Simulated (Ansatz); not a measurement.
A crystal relaxed with r2SCAN in the plane-wave code Ansatz has space group Pm-3m (No. 221) and a = 4.137 Å.

```csv
atom,site,x,y,z
Xx,1a,0.0000,0.0000,0.0000
Cl,1b,0.5000,0.5000,0.5000
```

With r2SCAN the gap is 5.91 eV and direct, at Γ. HSE06 gives a direct gap of 6.54 eV at Γ. The PBE gap is direct at Γ: 5.23 eV. Meshes: r2SCAN 6×6×6, HSE06 4×4×4, PBE 6×6×6. r2SCAN's ε∞ is 2.7 in all directions.

Problem. Which element is Xx?
A. Rb
B. Li
C. H
D. Cs

Solution. D. Xx is Cs: CsCl (Pm-3m) from a database of computed structures. Cs is surrounded by 8 Cl at 3.58 Å; Cl is surrounded by 8 Cs at 3.58 Å.

No spin polarisation and no zero-point or thermal motion.

Spin-orbit coupling is left out.

The meshes of the hybrids are coarse, so their gaps aren't converged to the digits shown.
